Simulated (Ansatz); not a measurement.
An inverse problem

Cell vectors (Å):

```
0.0000 2.7168 2.7168
2.7168 0.0000 2.7168
2.7168 2.7168 0.0000
```

```tsv
atom	a	b	c
X	0.2500	0.2500	0.2500
X	0.0000	0.0000	0.0000
```

Method: PBEsol, all-electron LAPW in Ansatz 0.2.0, scalar-relativistic. k mesh 8×8×8, strains of ±0.008, fixed occupations.

Elastic constants of a crystal by Kohn-Sham DFT: slopes of the stress over finite engineering strains of the given cell, Voigt indices, Cartesian axes as in the cell vectors.

```tsv
index	elastic (GPa)
11	156.6
12	62
44	73.6
```

**Question.** All X atoms are one element. Which one was computed?

**Answer.** Si; the crystal is Si (Fd-3m).
